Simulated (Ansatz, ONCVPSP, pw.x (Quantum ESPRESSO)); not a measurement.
pw.x on bcc Ir: one setting changed

Potential: optimised norm-conserving Vanderbilt (ONCV), ONCVPSP 4.0.1.1 (patched build), PBE; core [Kr] 4d10 4f14, reference 5s2 5p6 5d8 6s1; waves: 5s+6s: rc 1.60 bohr, ncon 4, nbas 8, qcut 7.1 1/bohr, 3 projectors, debl 1 Ha; 5p: rc 1.45 bohr, ncon 4, nbas 8, qcut 9 1/bohr, 2 projectors, debl 1 Ha; 5d: rc 2.50 bohr, ncon 5, nbas 9, qcut 5.1 1/bohr, 2 projectors, debl 1.3 Ha; local part: polynomial inside 1.10 bohr (lpopt 3, dvloc0 0 Ha); core correction: none. In the p channel the program set the typed energies aside and used -1.922, 0.250 Ha.

The reference run (k-mesh 15³, cutoffs 85/340 Ry, Fermi–Dirac 0.01 Ry, mixing_beta 0.4, conv_thr 1e-9, no spin) gives -4.94 GPa at 15.159 Å³/atom, where all-electron LAPW gives -1.43 GPa. This run, with its own iteration cap, changes degauss to 0.02.

```
&control
  calculation='scf', prefix='x', pseudo_dir='./', outdir='./tmp', tstress=.true., disk_io='none'
/
&system
  ibrav=0, nat=1, ntyp=1, ecutwfc=85, ecutrho=340, nbnd=17,
  occupations='smearing', smearing='fd', degauss=0.02
/
&electrons
  conv_thr=1e-09, mixing_beta=0.4, electron_maxstep=60
/
ATOMIC_SPECIES
Ir 1.0 Ir.UPF
CELL_PARAMETERS angstrom
  -1.55908641 1.55908641 1.55908641
  1.55908641 -1.55908641 1.55908641
  1.55908641 1.55908641 -1.55908641
ATOMIC_POSITIONS crystal
Ir 0.0000 0.0000 0.0000
K_POINTS automatic
15 15 15 0 0 0
```

```bash
pw.x < Ir.scf.in > Ir.scf.out
```

Problem. How does the run end?

Solution. It converges in 7 iterations; the free energy moves by -170.1 meV/atom and the pressure by +1.96 GPa. In a metal, with Fermi–Dirac smearing, F lies below its zero-width value by a term in the square of the width.

```
Message from routine setup:
     using ibrav=0 with symmetry is DISCOURAGED, use correct ibrav instead
     lattice parameter (alat)  =       5.1030  a.u.
     unit-cell volume          =     102.2980 (a.u.)^3
     number of electrons       =        17.00
     number of Kohn-Sham states=           17
     kinetic-energy cutoff     =      85.0000  Ry
     charge density cutoff     =     340.0000  Ry
     scf convergence threshold =      1.0E-09
     Exchange-correlation= PBE
     number of k points=   120  Fermi-Dirac smearing, width (Ry)=  0.0200
     iteration #  1     ecut=    85.00 Ry     beta= 0.40
     total energy              =    -209.15896508 Ry
     estimated scf accuracy    <       0.08710015 Ry
     iteration #  2     ecut=    85.00 Ry     beta= 0.40
     total energy              =    -209.16590430 Ry
     estimated scf accuracy    <       0.00632023 Ry
     iteration #  3     ecut=    85.00 Ry     beta= 0.40
     total energy              =    -209.16667482 Ry
     estimated scf accuracy    <       0.00054140 Ry
     iteration #  4     ecut=    85.00 Ry     beta= 0.40
     total energy              =    -209.16670999 Ry
     estimated scf accuracy    <       0.00002187 Ry
     iteration #  5     ecut=    85.00 Ry     beta= 0.40
     total energy              =    -209.16671592 Ry
     estimated scf accuracy    <       0.00000107 Ry
     iteration #  6     ecut=    85.00 Ry     beta= 0.40
     total energy              =    -209.16671605 Ry
     estimated scf accuracy    <          8.6E-09 Ry
     iteration #  7     ecut=    85.00 Ry     beta= 0.40
     the Fermi energy is    23.9123 ev
!    total energy              =    -209.16671606 Ry
     estimated scf accuracy    <          1.2E-10 Ry
     smearing contrib. (-TS)   =      -0.03020321 Ry
     The total energy is F=E-TS. E is the sum of the following terms:
     one-electron contribution =     -39.14984282 Ry
     hartree contribution      =      29.31657878 Ry
     xc contribution           =     -20.81537766 Ry
     ewald contribution        =    -178.48787115 Ry
     convergence has been achieved in   7 iterations
          total   stress  (Ry/bohr**3)                   (kbar)     P=      -29.79
     Message from routine punch:
     Nothing written, as per user request (disk_io='none')
```

The run took about 21 s on one core of a shared host (Intel(R) Xeon(R) Platinum 8488C, 96 threads, 372 GiB, load 24).
